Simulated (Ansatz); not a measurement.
Reaction (formal exchange of groups at a Ge–C bond): `O=[C](O)[GeH3]` + `[CH3][GeH]([F])[Cl]` → `[F][GeH]([Cl])[GeH3]` + `CC(=O)O`

Program: Ansatz. Geometries: PBE0-D4/def2-TZVP. ΔE: electronic, gas phase. CCSD(T)/CBS is the MP2 limit (def2-TZVPP, def2-QZVPP) plus CCSD(T) − MP2 in def2-TZVPP, frozen cores. Functionals use def2-TZVPP. B3LYP here is the variant with VWN-RPA as its local correlation; programs differ in this. For Ge outer-core shells are correlated without core-valence functions, which leaves a few kJ/mol of doubt a bond. Scalar relativity is left out up to krypton. One conformer a species, not always the lowest.

```tsv
level	ΔE (kcal/mol)
B2PLYP	-8.3
B3LYP	-9.5
r2SCANh	-9.6
LC-ωPBE	-8.9
MP2/def2-QZVPP	-6.9
HF/CBS(def2)	-10.4
MP2/CBS(def2)	-7.1
CCSD/CBS(def2)	-8.4
```

(1) What does CCSD(T)/CBS give? (An estimate is asked.)

(2) What do rigid-rotor, harmonic-oscillator terms from PBE0-D4/def2-TZVP frequencies (298.15 K, 1 bar) make of the CCSD(T)/CBS value? (An estimate is asked.)

Largest T1 diagnostic among the species: 0.015.

Results:

(1) Ansatz gave: -7.8 kcal/mol. The listed levels differ from it by -0.5, -1.7, -1.8, -1.1, 0.9, -2.6, 0.7, -0.6 kcal/mol.

(2) The calculation gave: ΔZPE = +1.1 kcal/mol, ΔH = -6.7 kcal/mol, ΔS = -6 J/(mol·K), ΔG = -6.3 kcal/mol. Modes under 50 cm⁻¹ make the entropy rough.

At CCSD(T), def2-SVP lies −2.0 kcal/mol from the extrapolated value and def2-TZVPP +0.6 kcal/mol. From r2SCAN to r2SCAN0 (25 % exact exchange), in def2-TZVPP and without D4, ΔE moves by −0.8 kcal/mol. Leaving LDA and LC-ωPBE aside and taking each functional with its dispersion term where it has one, the values, not all of them listed here, spread over 2.0 kcal/mol, from BHLYP-D4 to B2PLYP. LDA lies −1.0 kcal/mol from PBE without D4.

CCSD(T)/CBS has its own doubt, a few kJ/mol and more with outer-core shells, so smaller differences from it don't rank the levels.
